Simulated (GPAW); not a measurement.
Set up this calculation in GPAW 26.7.0, as an ASE script.

```
Task                : single point
Functional          : PBE
Potentials or basis : GPAW PAW data sets (gpaw-data 1.2.1)
Cutoff              : 800 eV
Basis               : pw
k mesh              : 8 × 8 × 8
Occupations         : gaussian, width 0.03 eV
Spin                : no spin polarisation
Maxiter             : 150
```

BeTe:

```
Te Be
1.0
     0.00000    2.77000    2.77000
     2.77000    0.00000    2.77000
     2.77000    2.77000    0.00000
Te Be
1 1
Direct
  0.75000 0.75000 0.75000
  0.00000 0.00000 0.00000
```

These files were run (other wordings do the same):

run.py

```python
from ase import Atoms
from ase.dft.bandgap import bandgap
from ase.io import write
from ase.units import GPa
from gpaw import GPAW, PW

atoms = Atoms(['Te', 'Be'],
              cell=[[0.0, 2.77, 2.77],
                    [2.77, 0.0, 2.77],
                    [2.77, 2.77, 0.0]],
              scaled_positions=[[0.75, 0.75, 0.75],
                                [0.0, 0.0, 0.0]],
              pbc=True)

calc = GPAW(mode=PW(800),
            xc='PBE',
            kpts={'size': (8, 8, 8), 'gamma': True},
            occupations={'name': 'methfessel-paxton', 'order': 0, 'width': 0.03},
            nbands=11,
            convergence={'density': 1e-05, 'energy': 1e-05},
            maxiter=150,
            txt='gpaw.txt')
atoms.calc = calc
energy = atoms.get_potential_energy()
forces = atoms.get_forces()
stress = atoms.get_stress()
calc.write('gs.gpw')
write('result.traj', atoms)
print(f'Energy: {energy:.6f} eV')
print('Forces (eV/A):')
print(forces.round(4))
print('Stress (GPa):', (stress / GPa).round(3))
print('Fermi level:', round(calc.get_fermi_level(), 4), 'eV')
print(f'Gap: {bandgap(calc)[0]:.4f} eV, direct: {bandgap(calc, direct=True)[0]:.4f} eV')
```

Potentials or basis: GPAW PAW data sets (gpaw-data 1.2.1), pw.

Run with:

```sh
$ OMP_NUM_THREADS=1 python run.py
```

It gave:

The pressure is 4.4 GPa and the band gap on the k mesh is 1.86 eV, indirect (least direct gap 3.58 eV).

Caveat: spin-orbit coupling is left out, which moves the levels of the heavy elements.

Run time: 32 s on 1 thread of AMD EPYC 7571, on a shared host, peak memory 0.17 GiB.
